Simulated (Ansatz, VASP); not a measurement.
## SiHCF (H-SiC-F chair, 1 layer) in two plane-wave programs

Aim: how closely do two programs agree when they are given the same cell, functional and k mesh? The structure shown is the start of the Ansatz relaxation below; VASP solves that cell, so the two are compared at the walk's first step.

Method: plane waves, with VASP 6.6.1 beside it; single point at PBE, in Ansatz 0.2.0.

### 1. Starting point

The cell holds 4 atoms: 1 F, 1 C, 1 Si and 1 H. Its edges and angles: a = 3.086 Å, b = 3.085 Å, c = 25.373 Å, α = 90.0°, β = 90.0°, γ = 120.0°. Vacuum lies along c.

### 2. Ansatz: relaxation, PBE

Ansatz runs on its default PAW (the set named soft_2) files.

The two programs are compared at the cell with which this relaxation starts, whose forces are those of its first step.

File input.yaml:

```yaml
crystal:
  lattice:
    - [3.0855, 0.0, 0.0]
    - [-1.54275, 2.6721213834, 0.0]
    - [0.0, 0.0, 25.3733333333]
  atoms:
    - { symbol: F, position: [0.6666666667, 0.3333333333, 0.4335260116] }
    - { symbol: C, position: [0.6666666667, 0.3333333333, 0.4859432475] }
    - { symbol: Si, position: [0.3333333333, 0.6666666667, 0.5105097215] }
    - { symbol: H, position: [0.3333333333, 0.6666666667, 0.5664739884] }
kpoints:
  mp_grid: { grid: [12, 12, 1] }
hamiltonian:
  xc: pbe
scf:
  occupations: { method: fermi_dirac, width: 0.05 }
  convergence: { dr2_threshold: 1.0e-08 }
efield:
  axis: 3
  dipole_correction: true
  ramp_position: 0.97
  ramp_width: 0.04
relax:
  f_tol: 0.01
  cell: { fix: [c, alpha, beta] }
output:
  write_potential: true
  write_density: true
  volumetric_format: npy
```

Run with:

```bash
ansatz run input.yaml --threads 2 --pin off --max-ram 4096MiB --backend cpu --events-out ev --progress --plain --runs-dir out
```

Numbers of over 12 decimals in the logs are rounded to 6 here.

The program printed:

```text
Warning: relax.cell: scf.convergence.dr2_threshold = 1e-8 eV is looser than the 4e-10 eV advised for a relaxation that steers and ends on the stress (1e-10 eV for each atom of the cell: 4). What an SCF threshold leaves in a stress goes as its square root, and in the free energy as the threshold itself, and one threshold admits the most on a small cell: [figures from the program's tests cut] Set scf.convergence.dr2_threshold to 4e-10 eV or tighter. The threshold is an SCF's pass mark: one that does not reach it within its budget of iterations ends unconverged, or closes short of it on a stop that the run arms, and scf.convergence.dr2_threshold's page says what that costs each kind of run
Engine: ansatz 0.2.0, aarch64-unknown-linux-gnu
Pseudopotentials: kind: paw
Pseudopotential: F, paw, valence charge 7, recommended cutoff 420 eV (normal), F.paw.azcp
Pseudopotential: C, paw, valence charge 4, recommended cutoff 420 eV (normal), C.paw.azcp
Pseudopotential: Si, paw, valence charge 4, recommended cutoff 420 eV (normal), Si.paw.azcp
Pseudopotential: H, paw, valence charge 1, recommended cutoff 420 eV (normal), H.paw.azcp
Functional definition: PBE
  parameter kappa = 0.804
  parameter beta = 0.066725
  exchange = pbe_x(kappa = kappa, mu = beta*pi^2/3)
  correlation = pbe_c(beta = beta)
Crystal: 4 atoms, lattice volume = 209.199 Å³
Basis set: ecut = 420 eV, 4093 PW (Γ), exchange–correlation on 48×48×360 points (8 copies of the dense FFT grid, shifted against one another)
Bands: 12, of which v1, the nominal top of the filled ones, is band 8 counted from 1 (7 counted from 0)
Symmetry: 6 space group operations
Space group: P3m1 (ITA 156), of the structure as read, at distance tolerance 5.9e-5 Å
k-points: 19 of 144 (time reversal used)
Non-local potential: F, projectors of the file, l = 0: 2, l = 1: 2, l = 2: 1
Non-local potential: C, projectors of the file, l = 0: 2, l = 1: 2, l = 2: 1
Non-local potential: Si, projectors of the file, l = 0: 2, l = 1: 2, l = 2: 2
Non-local potential: H, projectors of the file, l = 0: 2, l = 1: 1
PAW form: soft (Blöchl's): semilocal exchange-correlation on the pseudo side does not see the compensation charge
PAW one-centre angular grid: F, 110 points (default); XC on 64 Gauss nodes
PAW one-centre angular grid: C, 110 points (default); XC on 64 Gauss nodes
PAW one-centre angular grid: Si, 110 points (default); XC on 64 Gauss nodes
PAW one-centre angular grid: H, 110 points (default); XC on 64 Gauss nodes
Initial density: superposition of atomic densities (neutral atoms: chi_scale 0, normalization atom), corrected by the library's trained network
Initial wavefunctions: pseudopotential atomic-orbital guess
Functional: x = pbe(κ = 0.804, μ = 0.219515), c = pbe(β = 0.066725)
SCF iter   1: F=—  HF=-1709.511666 eV  |F-HF|=—  |Δ(HF+E_count)|=         —  Δρ=5.02e-3  dr2=1.06e-1  ethr=1.77e-3  p=0.052 e·Å  D=4.52e-2 V/Å  ΔV_dip=-1.15 eV  dr2_dipole=9.40e-3  V_vac-E_F(+/−)=3.41/4.56 eV  ⟨swp⟩=8.8  Hψ=1962  notcnv=0
efield: sawtooth ramp at fractional position 0.9700 (set: `efield.ramp_position`, or a place that a band, a saddle search or an elastic batch's reference lends), width 0.0400; the density the first Hamiltonian is built on has a dipole p = 0.052 e·Å; the dipole correction subtracts the counter field D = 4.52e-2 V/Å, which shifts the + side's vacuum level by -1.15 eV against the − side's; the planar-averaged density in the ramp window peaks in size at 3.8e-6 e/Å³
preconditioner: auto → none  [insulator: Δε(μ)=2.570 eV  Ē_g=12.032 eV  σ=0.050 eV  W_gap=1.00  n_scr=14 (ndim 8)  ℏωp=9.6 eV  f_vac=0.759  D(μ)=0.00/eV (n_scr^D=0)  ε∞_Penn≈1.6]
SCF iter   2: F=—  HF=-1709.517333 eV  |F-HF|=—  |Δ(HF+E_count)|=   5.67e-3  Δρ=6.90e-3  dr2=1.53e-1  ethr=6.61e-4  p=0.126 e·Å  D=1.09e-1 V/Å  ΔV_dip=-2.76 eV  dr2_dipole=1.66e-2  V_vac-E_F(+/−)=2.82/5.58 eV  ⟨swp⟩=3.6  Hψ=698  notcnv=0
SCF iter   3: F=—  HF=-1709.484740 eV  |F-HF|=—  |Δ(HF+E_count)|=   3.26e-2  Δρ=1.61e-3  dr2=2.64e-3  ethr=6.61e-4  p=0.086 e·Å  D=7.45e-2 V/Å  ΔV_dip=-1.89 eV  dr2_dipole=1.89e-6  V_vac-E_F(+/−)=3.31/5.20 eV  ⟨swp⟩=3.3  Hψ=523  notcnv=0
SCF iter   4: F=—  HF=-1709.485028 eV  |F-HF|=—  |Δ(HF+E_count)|=   2.87e-4  Δρ=5.41e-4  dr2=4.63e-4  ethr=1.65e-5  p=0.089 e·Å  D=7.67e-2 V/Å  ΔV_dip=-1.95 eV  dr2_dipole=1.20e-5  V_vac-E_F(+/−)=3.34/5.29 eV  ⟨swp⟩=2.4  Hψ=509  notcnv=0
SCF iter   5: F=—  HF=-1709.485192 eV  |F-HF|=—  |Δ(HF+E_count)|=   1.65e-4  Δρ=9.45e-5  dr2=1.27e-5  ethr=2.89e-6  p=0.088 e·Å  D=7.63e-2 V/Å  ΔV_dip=-1.94 eV  dr2_dipole=2.56e-7  V_vac-E_F(+/−)=3.39/5.33 eV  ⟨swp⟩=2.9  Hψ=414  notcnv=0
[...]
SCF 8 converged in 6 iterations: F = -1709.739280 eV  dr2 = 3.54e-9
relax step   8: F+E_penalty+E_count = -1709.73928009 eV  Δ(F+E_penalty+E_count) = +2.344e-4 eV  max|allowed force component| = 1.209e-3 eV/Å  Δτ_max = 0.0006 Å  P = +0.007 GPa  Ω = 219.214 Å³  energy of the carried Pulay correction = -4.625e-4 eV  fix = [c, alpha, beta]  reactions: c +0.001 GPa  (6 SCF iters, accepted)
iter 1 solved again at ethr=1.45e-7 eV; its pass at ethr=3.10e-3 eV (dr2=2.32e-5 eV) is discarded
SCF iter   1: F=—  HF=-1709.739582 eV  |F-HF|=—  |Δ(HF+E_count)|=         —  Δρ=2.37e-5  dr2=9.32e-8  ethr=1.45e-7  p=0.113 e·Å  D=9.32e-2 V/Å  ΔV_dip=-2.36 eV  dr2_dipole=2.01e-11  V_vac-E_F(+/−)=3.84/6.20 eV  ⟨swp⟩=3.6  Hψ=2703  notcnv=0
efield: sawtooth ramp at fractional position 0.9700 (set: `efield.ramp_position`, or a place that a band, a saddle search or an elastic batch's reference lends), width 0.0400; the density the first Hamiltonian is built on has a dipole p = 0.113 e·Å; the dipole correction subtracts the counter field D = 9.32e-2 V/Å, which shifts the + side's vacuum level by -2.36 eV against the − side's; the planar-averaged density in the ramp window peaks in size at 5.2e-6 e/Å³
preconditioner: auto → none  [insulator: Δε(μ)=2.692 eV  Ē_g=11.188 eV  σ=0.050 eV  W_gap=1.00  n_scr=14 (ndim 8)  ℏωp=9.4 eV  f_vac=0.759  D(μ)=0.00/eV (n_scr^D=0)  ε∞_Penn≈1.7]
SCF iter   2: F=—  HF=-1709.739710 eV  |F-HF|=—  |Δ(HF+E_count)|=   1.27e-4  Δρ=1.12e-5  dr2=3.91e-8  ethr=5.82e-10  p=0.113 e·Å  D=9.32e-2 V/Å  ΔV_dip=-2.36 eV  dr2_dipole=1.78e-9  V_vac-E_F(+/−)=3.84/6.20 eV  ⟨swp⟩=3.0  Hψ=450  notcnv=0
SCF iter   3: F=—  HF=-1709.739762 eV  |F-HF|=—  |Δ(HF+E_count)|=   5.18e-5  Δρ=6.24e-6  dr2=4.94e-8  ethr=2.44e-10  p=0.113 e·Å  D=9.31e-2 V/Å  ΔV_dip=-2.36 eV  dr2_dipole=6.00e-9  V_vac-E_F(+/−)=3.84/6.20 eV  ⟨swp⟩=2.9  Hψ=470  notcnv=0
iter 4 met the thresholds in force, and the SCF goes on: an eigenvalue changes by 55.65 meV, over its tolerance of 3.16 meV (output.eigenvalues, Limitations)
SCF iter   4: F=-1709.739789 eV  HF=-1709.739781 eV  |F-HF|=7.03e-6  |Δ(HF+E_count)|=   1.99e-5  Δρ=1.95e-6  dr2=2.10e-9  ethr=6.25e-11  p=0.113 e·Å  D=9.31e-2 V/Å  ΔV_dip=-2.36 eV  dr2_dipole=2.12e-10  V_vac-E_F(+/−)=3.84/6.20 eV  ⟨swp⟩=11.5  Hψ=1969  notcnv=0
iter 5 met the thresholds in force, and the SCF goes on: an eigenvalue changes by 11.00 meV, over its tolerance of 3.16 meV (output.eigenvalues, Limitations)
SCF iter   5: F=-1709.739789 eV  HF=-1709.739788 eV  |F-HF|=6.49e-7  |Δ(HF+E_count)|=   6.38e-6  Δρ=3.79e-7  dr2=6.74e-11  ethr=1.31e-11  p=0.113 e·Å  D=9.31e-2 V/Å  ΔV_dip=-2.36 eV  dr2_dipole=4.58e-13  V_vac-E_F(+/−)=3.84/6.20 eV  ⟨swp⟩=9.8  Hψ=1734  notcnv=0
Mixer restart at iter 5: flushing history
SCF iter   6: F=-1709.739789 eV  HF=-1709.739789 eV  |F-HF|=1.91e-10  |Δ(HF+E_count)|=   6.49e-7  Δρ=3.15e-7  dr2=1.95e-10  ethr=1.00e-12  p=0.113 e·Å  D=9.31e-2 V/Å  ΔV_dip=-2.36 eV  dr2_dipole=4.96e-12  V_vac-E_F(+/−)=3.84/6.20 eV  ⟨swp⟩=7.7  Hψ=1564  notcnv=0
SCF 9 converged in 6 iterations: F = -1709.739789 eV  dr2 = 1.95e-10
relax step   9: F+E_penalty+E_count = -1709.73978850 eV  Δ(F+E_penalty+E_count) = -5.084e-4 eV  max|allowed force component| = 1.105e-3 eV/Å  Δτ_max = 0.0000 Å  P = +0.009 GPa  Ω = 219.214 Å³  fix = [c, alpha, beta]  reactions: c +0.001 GPa  stress off target by 1.24e-2 GPa on what of the cell is left free  SCF on the basis re-selected at this cell (its energy is not comparable with the rows above)  (6 SCF iters)
basis re-selected at this cell: Δ(F+E_penalty+E_count) = -5.084e-4 eV, ΔP = +0.002 GPa vs the last step (what re-selecting the basis moved, of the pressure what is left beyond the Pulay correction that the steps carried, after the strain that the cell walked since its last selection, with what the two solves' SCF thresholds leave and, on support functions, any second-order correction that the steps lacked; it is no m [...]
WARN: The output density's exchange-correlation potential varies sharply where the density is thin. Do not read a vacuum level from v_tot or v_xc, or from such a field of the output density. On a cell that repeats whose density bears no net charge and no dipole along the vacuum's axis use v_es (v_loc + v_h of the components); under efield.dipole_correction with no amplitude use v_es + v_field, which holds any externa [...]
SCF converged after 6 iterations
an eigenvalue changed by more than its tolerance at an iteration that met the thresholds in force, so the SCF went on 2 times, its first undamped step at iteration 5: the last check found none over its tolerance
Free energy (F): -1709.739789 eV
Harris-Foulkes:  -1709.739789 eV  (|F-HF|=1.91e-10)
Internal energy: -1709.739789 eV  (E = F + TS)
E sigma→0 (E₀):  -1709.739789 eV
Fermi energy:    -2.967941 eV
Dipole field:    D = 0.093148 V/Å  (p = 0.112844 e·Å, saw-weighted, corrected)
Work function:   Φ+ = 3.8361 eV   Φ− = 6.1996 eV
Levels:          The Fermi level and band energies are counted from a zero that moves with the ramp; work functions are not
--- Per-component energies (eV) ---
  E_band       = -193.005740
  E_kinetic    = 349.704179
  E_local      = -8936.276167  (includes V_loc(G=0)·N_el)
  E_nonlocal   = 127.148997
  E_hartree    = 4280.138919
  E_xc         = -191.459966
  E_vxc        = -219.390772  (∫ρ·V_xc dr)
  E_paw        = -812.507083  (= ΣΔE_a)
  E_vpaw       = -75.118357  (= ΣTr[D̂ρ^β])
  E_aug_tail   = 0.000811  (compensation charges beyond the density's cutoff)
  E_efield     = 0.005256  (sawtooth field / dipole correction)
  E_vefield    = 0.647902  (∫n·V_field dr)
  E_ewald      = 3473.505266
  E_smearing   = -0.000000  (= −TS)
  E_closure    = 0.000000  (closes the sum)
  Σ components = -1709.739789   (vs F -1709.739789, Δ=0.00e0)
--- Forces (eV/Å), atoms counted from 1 ---
  atom   1  F      0.00000000    -0.00000000     0.00002736
  atom   2  C     -0.00000000     0.00000000     0.00004225
  atom   3  Si     0.00000000    -0.00000000    -0.00110196
  atom   4  H      0.00000000    -0.00000000     0.00104551
  max |Σ_I F_I| component: 1.32e-5 eV/Å
--- Stress (GPa, compression-positive) ---
        0.012373       0.000000      -0.000000
       -0.000000       0.012373       0.000000
       -0.000000       0.000000       0.000995
  P = ⅓ Tr σ = 0.0086 GPa (0.086 kbar)
--- Band table (eV; the first three rows and the last of 19) ---
  k-point 0: bands = [... 4 lower, -8.6205, -8.4996, -4.3374, -4.3374, -1.6454, 0.2190, 1.2326, 2.1230]
  k-point 1: bands = [... 4 lower, -8.6580, -8.4164, -4.7614, -4.4501, -1.3867, 0.3760, 1.3746, 2.2355]
  k-point 2: bands = [... 4 lower, -8.7589, -8.3534, -5.6019, -4.7205, -0.9279, 0.6476, 1.6679, 1.9540]
  k-point 18: bands = [... 4 lower, -10.2332, -8.8510, -7.1754, -6.2184, 0.6562, 0.6774, 3.4676, 4.4942]
--- Relaxed structure (7 steps of the walk, 7 accepted, 2 SCFs on fresh bases) ---
  F+E_penalty+E_count = -1709.73978850 eV   max|allowed force component| = 1.105e-3 eV/Å   (the final SCF, on the basis selected at the relaxed cell)
  cell:  # Å, volume = 219.2136 Å³
    - [3.158491, 0.0, 0]
    - [-1.579245, 2.735333, 0]
    - [0, 0, 25.3733333333]
  atoms:
    - { symbol: F, position: [0.666667, 0.333333, 0.430567] }
    - { symbol: C, position: [0.666667, 0.333333, 0.486839] }
    - { symbol: Si, position: [0.333333, 0.666667, 0.509982] }
    - { symbol: H, position: [0.333333, 0.666667, 0.569065] }
```

The column dr2 measures how far the density is from self-consistency, as an energy; F and HF (Harris–Foulkes) agree once it is small.

(Continued in part 2 of 2.)

[Lines on the potential files, build, host, timing and source positions are cut from VASP's logs without a mark.]

[Logs are printed without paths, hosts, clocks, repeated set-up lines and the standing remarks that a program may print on its own settings, such as how far it seeks lower states.]

[Hosts, paths, dates, database ids (printed as entryN), source tags and the programs' standing remarks are cut or masked in the printed files.]
